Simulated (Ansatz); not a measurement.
System: CsCl (CsCl type, first atom moved by 0.06 Å along [111]), 2 atoms in the cell.

```
CELL_PARAMETERS angstrom
4.20000 0.00000 0.00000
0.00000 4.20000 0.00000
0.00000 0.00000 4.20000
ATOMIC_POSITIONS crystal
Cs 0.00825 0.00825 0.00825
Cl 0.50000 0.50000 0.50000
```

Code and potentials: Ansatz PAW hard set, 700 eV. Settings: k-mesh 4×4×4 Γ-centred; Fermi–Dirac smearing of 0.05 eV; no spin polarisation; no spin–orbit coupling. For HSE06: exchange singularity: Wigner-Seitz. For PBE0: exchange singularity: Wigner-Seitz.

Plain PBE gives:

```
Pressure        : 0.08 GPa
Gap on the mesh : 5.02 eV
```

```
atom  Fx (eV/Å)  Fy (eV/Å)  Fz (eV/Å)
 Cs1     -0.020     -0.020     -0.020
 Cl2      0.020      0.020      0.020
```

Question: What changes under HSE06?

Answer: The pressure drops by 0.32 GPa to -0.24 GPa; the gap rises by 1.30 eV to 6.32 eV; the forces move by 0 meV/Å (rms):

```csv
atom,Fx (eV/Å),Fy (eV/Å),Fz (eV/Å)
Cs1,-0.020,-0.020,-0.020
Cl2,0.020,0.020,0.020
```

Question: What changes under PBE0?

Answer: The pressure decreases by 0.39 GPa to -0.31 GPa; the gap goes up by 2.03 eV to 7.05 eV; the forces move by 0 meV/Å (rms):

| atom | Fx (eV/Å) | Fy (eV/Å) | Fz (eV/Å) |
| --- | --- | --- | --- |
| Cs1 | -0.020 | -0.020 | -0.020 |
| Cl2 | 0.020 | 0.020 | 0.020 |

The stress includes the program's correction for the finite plane-wave basis.

Spin–orbit coupling is left out; with heavy elements it can shift the gap and split levels by tenths of an eV. Potentials made with PBE were used with another functional (at least in: Ansatz PAW hard set, 700 eV (HSE06); Ansatz PAW hard set, 700 eV (PBE0)). Semilocal functionals give gaps that mostly lie well below measured ones.
